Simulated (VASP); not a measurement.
Set up this calculation in VASP 6.6.1, as the native input.

```
Task                   : relaxation of cell and atoms
Functional             : PBE
Dispersion             : D3(BJ)
Potentials or basis    : VASP PAW PBE potentials, release 64 (Ga_d, S)
Cutoff                 : 600 eV
k mesh                 : 9 × 9 × 2
Occupations            : gaussian, width 0.03 eV
Spin                   : no spin polarisation
Further INCAR settings : ALGO = Normal; EDIFF = 1e-07; IBRION = 2; EDIFFG = -0.005; NSW = 90; ISIF = 3
```

The structure of GaS lies in POSCAR:

```
GaS                                     
1.0
    3.5881281492     -0.0000000000      0.0000000000
   -1.7940640746      3.1074101293     -0.0000000000
    0.0000000000     -0.0000000000     15.4225057272
  Ga              S             
     4     4
Direct
     0.3333333332999970    0.6666666667000030    0.1706235578691137
     0.6666666667000030    0.3333333332999970    0.6706235578691137
     0.3333333332999970    0.6666666667000030    0.3293764421308863
     0.6666666667000030    0.3333333332999970    0.8293764421308863
     0.3333333332999970    0.6666666667000030    0.5999385165630959
     0.6666666667000030    0.3333333332999970    0.0999385165630959
     0.3333333332999970    0.6666666667000030    0.9000614834369041
     0.6666666667000030    0.3333333332999970    0.4000614834369041
```

These files were run (other wordings do the same):

INCAR

```
SYSTEM = GaS
ALGO     = Normal         ! electronic algorithm
EDIFF    = 1E-7           ! SCF threshold, eV
EDIFFG   = -0.005         ! ionic threshold
ENCUT    = 600            ! plane-wave cutoff, eV
GGA      = PE             ! functional
IBRION   = 2              ! ionic algorithm
ISIF     = 3              ! what is computed and relaxed
ISMEAR   = 0              ! smearing method
IVDW     = 12             ! dispersion correction
KPAR     = 4            
LASPH    = .True.         ! aspherical terms in the spheres
LCHARG   = .False.        ! write CHGCAR
LREAL    = .False.        ! projectors in reciprocal space
LWAVE    = .False.        ! write WAVECAR
NELM     = 80             ! most SCF steps
NSW      = 90             ! ionic steps
PREC     = Accurate       ! precision mode
SIGMA    = 0.03           ! smearing width, eV
```

KPOINTS

```
k-points
0
Gamma
  9 9 2
  0 0 0
```

Potentials or basis: VASP PAW PBE potentials, release 64 (Ga_d, S).

Run with:

```sh
$ cat potpaw_PBE.64/Ga_d/POTCAR potpaw_PBE.64/S/POTCAR > POTCAR
$ mpirun -np 4 vasp_std > vasp.out
```

It gave:

The energy gained by relaxing is 0.0 meV/atom and the ionic steps are 2. The pressure after relaxing is 0.0 GPa and the largest force after relaxing is 0.005 eV/Å. The band gap on the k mesh is 1.57 eV, indirect (least direct gap 1.67 eV). The dispersion energy per atom is -0.274 eV.

Caveat: an odd mesh through Γ misses points on the zone boundary, where band edges often lie.

Run time: 110 s on 4 MPI ranks on Intel(R) Xeon(R) 6975P-C (Granite Rapids), with other jobs on the host, peak memory 0.45 GiB a rank.
